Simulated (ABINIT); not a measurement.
# P (Cmce) in ABINIT: further runs

One crystal, P, is run at these levels: LDA; tasks: phonons at a zone-boundary q, optical spectrum.

Everything below comes from runs of ABINIT 10.8.3 (patched build). Logs are shortened: lines on timing, memory, paths and dates and some standing lists are left out, and cuts for length are marked. The log counts tension as positive stress, the text compression.

### 1 The crystal as given

The structure is orthorhombic, space group Cmce (No. 64). Conventional cell: a = 3.295 Å, b = 10.930 Å, c = 4.544 Å, α = 90.00°, β = 90.00°, γ = 90.00°. Around P (site symmetry m) lie 3 P at 2.20 to 2.25 Å.

### 2 Phonons at a zone-boundary q, LDA (cell relaxed at zero pressure by an earlier run)

run.abi reads:

```
ndtset 2

pp_dirpath "./"
pseudos "P.upf"

acell 3*1.0 Angstrom
rprim
     1.6735344400    -5.0358805900     0.0000000000
     1.6735344400     5.0358805900     0.0000000000
     0.0000000000     0.0000000000     4.0447640100
ntypat 1
znucl 15
natom 4
typat 1 1 1 1
chkprim 0
chksymtnons 0
tolsym 1.0e-6
xred
   0.8925404600   0.1074595400   0.5681103500
   0.1074595400   0.8925404600   0.4318896500
   0.6074595400   0.3925404600   0.0681103500
   0.3925404600   0.6074595400   0.9318896500

ecut 489.804952 eV
ecutsm 0.5

ngkpt 4 4 4
nshiftk 1
shiftk 0.0 0.0 0.0

ixc 7

nband 17
occopt 3
tsmear 0.00183747

nstep 80

prteig 0
prtebands 0
prtwf 0
prtden 0
prtpot 0

kptopt1 1
tolvrs1 1.0e-15
prtwf1 1
tolwfr1 1.0e-17
nbdbuf1 3

rfphon2 1
rfatpol2 1 4
rfdir2 1 1 1
getwfk2 1
kptopt2 3
nqpt2 1
qpt2 0.0 1/2 1/2
tolvrs2 1.0e-8
```

Potentials or basis: PseudoDojo NC SR LDA v0.4.1 standard.

On the command line:

```sh
$ abinit run.abi > log 2>&1
```

run.abo:

```text
.Version 10.8.3 of ABINIT
 DATASET    1 : space group Cm c a (# 64); Bravais oC (1-face-center ortho.)
================================================================================
 Values of the parameters that define the memory need for DATASET  1.
     intxc =       0    ionmov =       0      iscf =       7    lmnmax =       6
     lnmax =       6     mgfft =      40  mpssoang =       3    mqgrid =    3001
     natom =       4  nloc_mem =       1    nspden =       1   nspinor =       1
    nsppol =       1      nsym =       8    n1xccc =    2501    ntypat =       1
    occopt =       3   xclevel =       1
       mpw =        1702          nfft =       48000          nkpt =          21
================================================================================
================================================================================

 DATASET    2 : space group Cm c a (# 64); Bravais oC (1-face-center ortho.)
================================================================================
 Values of the parameters that define the memory need for DATASET  2 (RF).
     intxc =       0      iscf =       7    lmnmax =       6     lnmax =       6
     mgfft =      40  mpssoang =       3    mqgrid =    3001     natom =       4
  nloc_mem =       1    nspden =       1   nspinor =       1    nsppol =       1
      nsym =       8    n1xccc =    2501    ntypat =       1    occopt =       3
   xclevel =       1
      nfft =       48000          nkpt =          64
================================================================================
================================================================================

--------------------------------------------------------------------------------
------------- Echo of variables that govern the present computation ------------
--------------------------------------------------------------------------------
 -outvars: echo values of preprocessed input variables --------
            acell      1.8897261259E+00  1.8897261259E+00  1.8897261259E+00 Bohr
              amu      3.09737620E+01
          chkprim           0
      chksymtnons           0
             ecut      1.80000000E+01 Hartree
           ecutsm      5.00000000E-01 Hartree
           getwfk1          0
           getwfk2          1
                       outvar_i_n : Printing only first  50 k-points.
              ixc           7
           jdtset        1    2
                       outvar_i_n : Printing only first  50 k-points.
           kptopt1          1
           kptopt2          3
         kptrlatt        4    0    0      0    4    0      0    0    4
          kptrlen      2.53001740E+01
            natom           4
            nband1         17
            nband2         17
           nbdbuf1          3
           nbdbuf2          2
           ndtset           2
            ngfft          40      40      30
             nkpt1         21
             nkpt2         64
             nqpt1          0
             nqpt2          1
            nstep          80
             nsym           8
           ntypat           1
                       prtocc : prtvol=0, do not print more k-points.
           occopt           3
        optdriver1          0
        optdriver2          1
           prtden           0
        prtebands           0
           prteig           0
            prtwf1          1
            prtwf2          0
              qpt1     0.00000000E+00  0.00000000E+00  0.00000000E+00
              qpt2     0.00000000E+00  5.00000000E-01  5.00000000E-01
           rfphon1          0
           rfphon2          1
            rprim      1.6735344400E+00 -5.0358805900E+00  0.0000000000E+00
                       1.6735344400E+00  5.0358805900E+00  0.0000000000E+00
                       0.0000000000E+00  0.0000000000E+00  4.0447640100E+00
          spgroup          64
           tolsym      1.00000000E-06
           tolvrs1     1.00000000E-15
           tolvrs2     1.00000000E-08
           tolwfr1     1.00000000E-17
           tolwfr2     0.00000000E+00
[... 181 lines left out ...]
comment             : Components of total free energy in Hartree
kinetic             :  1.01731353237869E+01
hartree             :  1.93894095770490E+00
xc                  : -8.24418252991589E+00
Ewald energy        : -2.80575736204718E+01
psp_core            :  1.22268983125155E+00
local_psp           : -9.12093753206388E+00
non_local_psp       :  4.26941366813747E+00
internal            : -2.78185139015708E+01
'-kT*entropy'       : -6.11650312866441E-06
total_energy        : -2.78185200180739E+01
total_energy_eV     : -7.56980493003364E+02
band_energy         :  2.06005977437361E-01
...

 Cartesian components of stress tensor (hartree/bohr^3)
  sigma(1 1)= -3.44960141E-05  sigma(3 2)=  0.00000000E+00
  sigma(2 2)= -1.87817953E-05  sigma(3 1)=  0.00000000E+00
  sigma(3 3)=  4.31223845E-05  sigma(2 1)=  0.00000000E+00

-Cartesian components of stress tensor (GPa)         [Pressure=  9.9594E-02 GPa]
- sigma(1 1)= -1.01490778E+00  sigma(3 2)=  0.00000000E+00
- sigma(2 2)= -5.52579496E-01  sigma(3 1)=  0.00000000E+00
- sigma(3 3)=  1.26870435E+00  sigma(2 1)=  0.00000000E+00

================================================================================
== DATASET  2 ==================================================================

--- !DatasetInfo
iteration_state: {dtset: 2, }
dimensions: {natom: 4, nkpt: 64, mband: 17, nsppol: 1, nspinor: 1, nspden: 1, mpw: 1702, }
cutoff_energies: {ecut:  18.0, pawecutdg:  -1.0, }
electrons: {nelect:   2.00000000E+01, charge:   0.00000000E+00, occopt:   3.00000000E+00, tsmear:   1.83747000E-03, }
meta: {optdriver: 1, rfphon: 1, }
...

 mkfilename : getwfk/=0, take file _WFK from output of DATASET   1.

 Exchange-correlation functional for the present dataset will be:
  LDA: Perdew-Wang 92 LSD fit to Ceperley-Alder data - ixc=7
  J.P.Perdew and Y.Wang, PRB 45, 13244 (1992)

 Real(R)+Recip(G) space primitive vectors, cartesian coordinates (Bohr,Bohr^-1):
 R(1)=  3.1625218 -9.5164351  0.0000000  G(1)=  0.1581017 -0.0525407  0.0000000
 R(2)=  3.1625218  9.5164351  0.0000000  G(2)=  0.1581017  0.0525407  0.0000000
 R(3)=  0.0000000  0.0000000  7.6434962  G(3)=  0.0000000  0.0000000  0.1308302
 Unit cell volume ucvol=  4.6007630E+02 bohr^3
 Angles (23,13,12)=  9.00000000E+01  9.00000000E+01  1.43234424E+02 degrees
 setup1 : take into account q-point for computing boxcut.

 getcut: wavevector=  0.0000  0.5000  0.5000  ngfft=  40  40  30
         ecut(hartree)=     18.000   => boxcut(ratio)=   1.98849

--- Pseudopotential description ------------------------------------------------
- pspini: atom type   1  psp file is ./P.upf
  15.00000   5.00000  180309                  znucl, zion, pspdat
12 -1012 2 -1 1298                            pspcod,pspxc,lmax,lloc,mmax
     nproj     2     2     2

--------------------------------------------------------------------------------

 ==>  initialize data related to q vector <==

 The list of irreducible perturbations for this q vector is:
    1)    idir= 1    ipert=   1
    2)    idir= 2    ipert=   1
    3)    idir= 3    ipert=   1

================================================================================
[... 163 lines left out ...]
 2DEtotal=    0.4974220205E+01 Ha. Also 2DEtotal=    0.135355427262E+03 eV
    (2DErelax=   -2.2449406864E+02 Ha. 2DEnonrelax=    2.2946828884E+02 Ha)
    (  non-var. 2DEtotal :    4.9742211081E+00 Ha)

================================================================================

 ---- first-order wavefunction calculations are completed ----

 ==> Compute Derivative Database <==

  Dynamical matrix, in cartesian coordinates,
   if specified in the inputs, asr has been imposed
     j1       j2             matrix element
  dir pert dir pert     real part    imaginary part

   1    1   1    1         0.1298273864        -0.0000000007
   1    1   2    1         0.0013821126         0.0000010572
   1    1   3    1         0.0006976271         0.0000000335
   1    1   1    2         0.0058658974        -0.0000000005
   1    1   2    2         0.0006069678        -0.0000004405
   1    1   3    2         0.0003799944        -0.0000002104
   1    1   2    3         0.0017100592        -0.0000000846
   1    1   3    3         0.0225755175        -0.0000000539
   1    1   2    4         0.0094542756         0.0000000465
   1    1   3    4        -0.0553470039        -0.0000000614
[... 111 lines left out ...]
   3    4   1    1        -0.0553470039         0.0000000614
   3    4   2    1         0.0000672452        -0.0000005519
   3    4   1    2         0.0225755175         0.0000000539
   3    4   2    2         0.0005472958         0.0000000130
   3    4   1    3        -0.0003793731        -0.0000002092
   3    4   2    3        -0.0037895347         0.0000000893
   3    4   3    3        -0.0003735207        -0.0000000000
   3    4   1    4        -0.0006976159         0.0000000361
   3    4   2    4        -0.0074933887         0.0000001224
   3    4   3    4         0.0851414369         0.0000000000

  Phonon wavevector (reduced coordinates) :  0.00000  0.50000  0.50000
 Phonon energies in Hartree :
   5.811468E-04  5.811506E-04  6.669969E-04  6.670023E-04  1.101053E-03
   1.101057E-03  1.602931E-03  1.602941E-03  1.812214E-03  1.812218E-03
   1.813815E-03  1.813821E-03
 Phonon frequencies in cm-1    :
   1.275470E+02  1.275478E+02  1.463889E+02  1.463901E+02  2.416532E+02
   2.416542E+02  3.518027E+02  3.518048E+02  3.977350E+02  3.977358E+02
   3.980863E+02  3.980877E+02

== END DATASET(S) ==============================================================
================================================================================

 -outvars: echo values of variables after computation  --------
            acell      1.8897261259E+00  1.8897261259E+00  1.8897261259E+00 Bohr
           etotal1    -2.7818520018E+01
           etotal2     4.9742202047E+00
            fcart1     1.4625926243E-20  2.8552647978E-04  2.0532068564E-04
                      -4.1730980555E-20 -2.8552647978E-04 -2.0532068564E-04
                       1.2479128070E-20 -2.8552647978E-04  2.0532068564E-04
                       1.4625926243E-20  2.8552647978E-04 -2.0532068564E-04
            fcart2     0.0000000000E+00  0.0000000000E+00  0.0000000000E+00
                       0.0000000000E+00  0.0000000000E+00  0.0000000000E+00
                       0.0000000000E+00  0.0000000000E+00  0.0000000000E+00
                       0.0000000000E+00  0.0000000000E+00  0.0000000000E+00
            rprim      1.6735344400E+00 -5.0358805900E+00  0.0000000000E+00
                       1.6735344400E+00  5.0358805900E+00  0.0000000000E+00
                       0.0000000000E+00  0.0000000000E+00  4.0447640100E+00
           strten1    -3.4496014133E-05 -1.8781795305E-05  4.3122384462E-05
                       0.0000000000E+00  0.0000000000E+00  0.0000000000E+00
           strten2     0.0000000000E+00  0.0000000000E+00  0.0000000000E+00
                       0.0000000000E+00  0.0000000000E+00  0.0000000000E+00
           xangst      1.6735344400E+00 -3.9535737666E+00  2.2978722974E+00
                       1.6735344400E+00  3.9535737666E+00  1.7468917126E+00
                       1.6735344400E+00 -1.0823068234E+00  2.7549029239E-01
                       1.6735344400E+00  1.0823068234E+00  3.7692737176E+00
             xred      8.9254046000E-01  1.0745954000E-01  5.6811035000E-01
                       1.0745954000E-01  8.9254046000E-01  4.3188965000E-01
                       6.0745954000E-01  3.9254046000E-01  6.8110350000E-02
                       3.9254046000E-01  6.0745954000E-01  9.3188965000E-01
 Calculation completed.
```

Run time: 3.6 min. Hardware: 1 thread of Arm Neoverse V1, shared host; peak memory 0.16 GiB.

The run converged, but some of its settings lie outside the range that counts as converged, so its numbers aren't taken as properties of the crystal.

Results:

| Property | Result |
| --- | --- |
| Free energy | -756.9805 eV |
| Pressure | 0.1 GPa |
| Largest force | 0.018 eV/Å |
| Band gap on the k mesh | 0.59 eV, indirect (least direct gap 0.62 eV) |
| Highest phonon frequency at the q point run | 398 cm⁻¹ |

Caveat: the k mesh is coarse (spacing up to 0.49 Å⁻¹), so the values aren't converged; the mesh is coarse for a metal's response.

### 3 Optical spectrum, LDA

run.abi reads:

```
ndtset 3

pp_dirpath "./"
pseudos "P.upf"

acell 3*1.0
rprim
     3.1137832283   -10.3274245612     0.0000000000
     3.1137832283    10.3274245612     0.0000000000
     0.0000000000     0.0000000000     8.5862268752
ntypat 1
znucl 15
natom 4
typat 1 1 1 1
chkprim 0
chksymtnons 0
tolsym 1.0e-6
xred
   0.9041431300   0.0958568700   0.5888151700
   0.0958568700   0.9041431300   0.4111848300
   0.5958568700   0.4041431300   0.0888151700
   0.4041431300   0.5958568700   0.9111848300

ecut 18.0

ngkpt 8 8 8
nshiftk 1
shiftk 0.0 0.0 0.0
istwfk *1

ixc 7

occopt 3
tsmear 0.05 eV

nstep 80

iomode 3
prteig 0
prtebands 0

nband1 14
tolvrs1 1.0e-12
prtden1 1
prtwf1 0
kptopt1 1

iscf2 -3
getden2 1
nband2 20
nbdbuf2 4
tolwfr2 1.0e-12
nstep2 120
prtden2 0
kptopt2 1

optdriver3 8
wfk_task3 "wfk_optics_fullbz"
getwfk3 2
nband3 16
kptopt3 1
prtevk3 1
inclvkb3 2
```

optic.abi reads:

```
&FILES
 ddkfile_1 = 'runo_DS3_1_EVK.nc',
 ddkfile_2 = 'runo_DS3_2_EVK.nc',
 ddkfile_3 = 'runo_DS3_3_EVK.nc',
 wfkfile = 'runo_DS3_WFK.nc'
/
&PARAMETERS
 broadening = 0.007350,
 domega = 0.002,
 maxomega = 0.8,
 scissor = 0.000000,
 tolerance = 0.002
/
&COMPUTATIONS
 num_lin_comp = 3,
 lin_comp = 11,22,33,
 num_nonlin_comp = 0
/
```

Potentials or basis: PseudoDojo NC SR LDA v0.4.1 standard.

On the command line:

```sh
$ abinit run.abi > log 2>&1
$ optic optic.abi > optic.log 2>&1
```

run.abo:

```text
.Version 10.8.3 of ABINIT
 DATASET    1 : space group Cm c a (# 64); Bravais oC (1-face-center ortho.)
================================================================================
 Values of the parameters that define the memory need for DATASET  1.
     intxc =       0    ionmov =       0      iscf =       7    lmnmax =       6
     lnmax =       6     mgfft =      45  mpssoang =       3    mqgrid =    3001
     natom =       4  nloc_mem =       1    nspden =       1   nspinor =       1
    nsppol =       1      nsym =       8    n1xccc =    2501    ntypat =       1
    occopt =       3   xclevel =       1
       mpw =        2029          nfft =       72900          nkpt =         105
================================================================================
================================================================================
[... 13 lines left out ...]
 DATASET    3 : space group Cm c a (# 64); Bravais oC (1-face-center ortho.)
================================================================================
 Values of the parameters that define the memory need for DATASET  3.
     intxc =       0    ionmov =       0      iscf =       7    lmnmax =       6
     lnmax =       6     mgfft =      45  mpssoang =       3    mqgrid =    3001
     natom =       4  nloc_mem =       1    nspden =       1   nspinor =       1
    nsppol =       1      nsym =       8    n1xccc =    2501    ntypat =       1
    occopt =       3   xclevel =       1
       mpw =        2029          nfft =       72900          nkpt =         105
================================================================================
[... 438 lines left out ...]
    Between band index bmin: 1, bmax: 20

== END DATASET(S) ==============================================================
================================================================================

 -outvars: echo values of variables after computation  --------
            acell      1.0000000000E+00  1.0000000000E+00  1.0000000000E+00 Bohr
           etotal1    -2.7813082949E+01
           etotal2    -2.7813082949E+01
           etotal3     0.0000000000E+00
            fcart1    -1.2300182850E-19  9.6820674223E-04 -3.1694850289E-03
                       9.2144248549E-20 -9.6820674223E-04  3.1694850289E-03
                       9.2144248549E-20 -9.6820674223E-04 -3.1694850289E-03
                      -6.1286668598E-20  9.6820674223E-04  3.1694850289E-03
            fcart3     0.0000000000E+00  0.0000000000E+00  0.0000000000E+00
                       0.0000000000E+00  0.0000000000E+00  0.0000000000E+00
                       0.0000000000E+00  0.0000000000E+00  0.0000000000E+00
                       0.0000000000E+00  0.0000000000E+00  0.0000000000E+00
            rprim      3.1137832283E+00 -1.0327424561E+01  0.0000000000E+00
                       3.1137832283E+00  1.0327424561E+01  0.0000000000E+00
                       0.0000000000E+00  0.0000000000E+00  8.5862268752E+00
           strten1     1.0342056103E-04  5.8803070182E-05  7.6123359757E-05
                       0.0000000000E+00  0.0000000000E+00  0.0000000000E+00
           strten3     0.0000000000E+00  0.0000000000E+00  0.0000000000E+00
                       0.0000000000E+00  0.0000000000E+00  0.0000000000E+00
           xangst      1.6477431230E+00 -4.4173149006E+00  2.6753615605E+00
                       1.6477431230E+00  4.4173149006E+00  1.8682740264E+00
                       1.6477431230E+00 -1.0477228208E+00  4.0354376707E-01
                       1.6477431230E+00  1.0477228208E+00  4.1400918198E+00
             xred      9.0414313000E-01  9.5856870000E-02  5.8881517000E-01
                       9.5856870000E-02  9.0414313000E-01  4.1118483000E-01
                       5.9585687000E-01  4.0414313000E-01  8.8815170000E-02
                       4.0414313000E-01  5.9585687000E-01  9.1118483000E-01
 Calculation completed.
```

Wall time 3.7 min (1 thread of Arm Neoverse V2, shared host); peak memory 0.41 GiB.

Results:

| Item | Value |
| --- | --- |
| Free energy | -756.8325 eV |
| Pressure | -2.3 GPa |
| Largest force | 0.170 eV/Å |
| Band gap on the k mesh | 0.02 eV, direct |

Forces on the atoms (eV/Å):
```
P    0.000  0.050 -0.163
P    0.000 -0.050  0.163
P    0.000 -0.050 -0.163
P    0.000  0.050  0.163
```

Stress tensor (GPa, compression positive):
```
-3.04  0.00  0.00
 0.00 -1.73  0.00
 0.00  0.00 -2.24
```

Dielectric function (mean over the directions given):
```
energy (eV)  real part  imaginary part
       0.33      14.55            2.51
       0.76      13.08            1.80
       1.31      13.91            2.71
       1.74      14.23            4.29
       2.29      14.90            6.68
       2.83      14.14            8.67
       3.27      14.27           11.03
       3.81       9.87           17.35
       4.25       5.78           17.31
       4.79       1.21           16.50
       5.33      -3.24           11.60
       5.77      -2.58            9.82
       6.31      -2.97            8.41
       6.75      -3.35            8.16
       7.29      -3.68            7.16
       7.84      -4.88            5.44
       8.27      -4.53            4.09
       8.82      -3.92            2.96
       9.36      -3.56            2.17
       9.80      -3.04            1.74
      10.34      -2.65            1.24
      10.78      -2.31            0.99
      11.32      -1.90            0.80
      11.86      -1.66            0.63
      12.30      -1.44            0.46
      12.84      -1.19            0.38
      13.28      -1.00            0.26
      13.82      -0.78            0.23
      14.37      -0.61            0.21
      14.80      -0.51            0.19
      15.35      -0.39            0.15
      15.89      -0.28            0.13
      16.33      -0.21            0.12
      16.87      -0.12            0.09
      17.31      -0.06            0.09
      17.85       0.01            0.07
      18.39       0.08            0.05
      18.83       0.12            0.04
      19.38       0.18            0.03
      19.92       0.24            0.03
```

Caveat: the cutoff is short for stress, so the pressure is rough; the intraband (Drude) term is left out; spectra need much finer meshes, so this one isn't converged; independent-particle spectra lack excitons.
